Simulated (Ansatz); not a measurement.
MgF2:
```xyz
6
Lattice="4.6383 0.0000 0.0000 0.0000 4.6383 0.0000 0.0000 0.0000 3.0624" Properties=species:S:1:pos:R:3 pbc="T T T"
Mg     2.3192     2.3192     1.5312
Mg     0.0000     0.0000     0.0000
F      3.2311     3.2311     0.0000
F      1.4073     1.4073     0.0000
F      3.7264     0.9119     1.5312
F      0.9119     3.7264     1.5312
```

Relaxed with PBEsol. Special points in fractions of this cell's reciprocal vectors: Γ (0.000, 0.000, 0.000); X (0.000, 0.500, 0.000); M (0.500, 0.500, 0.000); Z (0.000, 0.000, 0.500); R (0.000, 0.500, 0.500); A (0.500, 0.500, 0.500).

Problem. List the band energies nearest the valence-band maximum at these points for PBEsol in the plane-wave PAW code Ansatz.

Solution. In eV from the valence-band maximum; about four levels below and three above (degenerate sets whole), none deeper than 8.9 eV; points with the same levels are listed once.

```json
[
 {"k": "Γ", "below": "-0.73 -0.32 -0.32 0.00", "above": "6.89 12.01 12.01"},
 {"k": "X", "below": "-0.98 -0.98 -0.38 -0.38", "above": "9.29 9.29 13.26 13.26"},
 {"k": "M", "below": "-0.94 -0.94 -0.77 -0.77", "above": "10.99 10.99 11.07 11.07"},
 {"k": "Z", "below": "-1.15 -1.15 -0.85 -0.85", "above": "11.61 11.61 14.69 14.69"},
 {"k": "R", "below": "-0.73 -0.73 -0.66 -0.66", "above": "12.51 12.51 13.22 13.22"},
 {"k": "A", "below": "-0.60 -0.60 -0.48 -0.48", "above": "13.08 13.08 13.09 13.09"}
]
```

Space group P4_2/mnm (rutile). The PBEsol relaxation kept the symmetry of its start.

Potentials: the later of the program's two PAW sets.
